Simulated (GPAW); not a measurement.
Wanted: an ASE script for a GPAW 26.7.0 run.

```
Task                : relaxation of cell and atoms
Functional          : PBEsol
Dispersion          : D3
Potentials or basis : PAW data sets generated in the run's folder for this functional
Cutoff              : 600 eV
Basis               : pw
k mesh              : 7 × 7 × 4
Occupations         : fermi-dirac, width 0.05 eV
Spin                : no spin polarisation
Maxiter             : 150
Optimizer           : BFGS
Fmax                : 0.02 eV/Å
Max steps           : 60
Convergence         : density=1e-05 forces=0.0001
```

Pb:

```xyz
2
Lattice="3.4800 0.0000 0.0000 -1.7400 3.0138 0.0000 0.0000 0.0000 5.5900" Properties=species:S:1:pos:R:3 pbc="T T T"
Pb    1.7400    1.0046    4.1925
Pb    0.0000    2.0092    1.3975
```

This isn't the form of Pb at room conditions, which is fcc.

The input as run:

run.py

```python
from ase import Atoms
from ase.calculators.mixing import SumCalculator
from ase.filters import FrechetCellFilter
from ase.io import write
from ase.optimize import BFGS
from dftd3.ase import DFTD3
from gpaw import GPAW, PW, setup_paths

setup_paths.insert(0, '.')

atoms = Atoms(['Pb', 'Pb'],
              cell=[[3.48, 0.0, 0.0],
                    [-1.74, 3.0137684052, 0.0],
                    [0.0, 0.0, 5.59]],
              scaled_positions=[[0.6666666667, 0.3333333333, 0.75],
                                [0.3333333333, 0.6666666667, 0.25]],
              pbc=True)

calc = GPAW(mode=PW(600),
            xc='PBEsol',
            kpts={'size': (7, 7, 4), 'gamma': True},
            occupations={'name': 'fermi-dirac', 'width': 0.05},
            nbands=24,
            convergence={'density': 1e-05, 'forces': 0.0001},
            maxiter=150,
            txt='gpaw.txt')
atoms.calc = SumCalculator([calc, DFTD3(method='pbesol', damping='d3zero')])
opt = BFGS(FrechetCellFilter(atoms), trajectory='relax.traj', logfile='-')
done = opt.run(fmax=0.02, steps=60)
calc.write('gs.gpw')
write('result.traj', atoms)
print('Converged:', done)
print('Cell:', atoms.cell.cellpar().round(4))
print('Volume:', round(atoms.get_volume(), 4))
print(atoms.get_scaled_positions().round(5))
```

Potentials or basis: PAW data sets generated in the run's folder for this functional, pw.

Command:

```sh
$ gpaw-setup -f PBEsol Pb
$ OMP_NUM_THREADS=1 python run.py
```

It gave:

- Relaxed volume: 28.83 Å³/atom
- Relaxed cell: a = 3.475 Å, b = 3.475 Å, c = 5.514 Å, α = 90.00°, β = 90.00°, γ = 120.00°
- Space group after relaxing (to 0.05 Å): P6_3/mmc (No. 194)
- Energy gained by relaxing: 2.6 meV/atom
- Ionic steps: 5
- Pressure after relaxing: 0.0 GPa
- Band gap on the k mesh: none (metal or under the smearing width)
- Dispersion energy per atom: -0.206 eV

Caveat: later steps reuse the first step's grids; pairwise dispersion overbinds metals, which lowers pressure and volume.

Run time: 62 s on 1 thread of Arm Neoverse V2 (shared host), peak memory 0.26 GiB.
